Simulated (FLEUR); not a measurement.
Cr:

```
CELL_PARAMETERS angstrom
2.71400 0.00000 0.00000
-1.35700 2.35039 0.00000
0.00000 0.00000 4.41000
ATOMIC_POSITIONS crystal
Cr 0.66667 0.33333 0.75000
Cr 0.33333 0.66667 0.25000
```

This isn't the form of Cr at room conditions, which is bcc.

Base run:

- Program: FLEUR MaX-R8.1 (later development tree)
- Functional: LDA
- Potentials or basis: all-electron
- Basis: FLAPW
- Kmax: 4.14 1/bohr
- k mesh: 11 × 11 × 6
- Occupations: fermi-dirac, width 0.05 eV
- Spin: collinear spin, ferromagnetic start
- Starting moments: [3.0, 3.0] μB

Its results: net moment 1.15 μB per cell; site moments Cr +0.53 μB.

The run is repeated on the same cell with these changes: functional from LDA to SCAN. What comes out?

Net moment 4.11 μB per cell; site moments Cr +1.95 μB.

Caveats: the meta-GGA is that of a development version, with a GGA for the radial functions and cores and without core tails (some runs).
